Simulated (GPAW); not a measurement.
Crystal: CoO.

```
Co O
1.0
    -1.50800    1.50800    2.10725
     1.50800   -1.50800    2.10725
     1.50800    1.50800   -2.10725
Co O
1 1
Direct
  0.00000 0.00000 0.00000
  0.50000 0.50000 0.00000
```

Base run:

* Program: GPAW 26.7.0
* Functional: LDA
* Potentials or basis: the program's PAW data sets (release 1.2.1) made for this functional
* Cutoff: 800 eV
* Basis: pw
* k mesh: 9 × 9 × 9
* Occupations: gaussian, width 0.05 eV
* Spin: collinear spin, random start
* Starting moments: [0.63, 0.0] μB
* Hubbard terms: Co d U = 3 eV

Its results: band gap on the k mesh none (metal or under the smearing width); pressure -27.8 GPa; net moment 1.00 μB per cell; site moments Co +1.07; O -0.08 μB.

Q: The run is repeated on the same cell with these changes: spin from collinear spin, random start to collinear spin, ferromagnetic start; moments at the start from [0.63, 0.0] to [2.0, 0.0]. What comes out?

A: Band gap on the k mesh none (metal or under the smearing width); pressure -13.4 GPa; net moment 3.00 μB per cell; site moments Co +2.66; O +0.20 μB.

Caveats: a cell with one magnetic atom can't hold antiferromagnetic order, which such compounds often take.
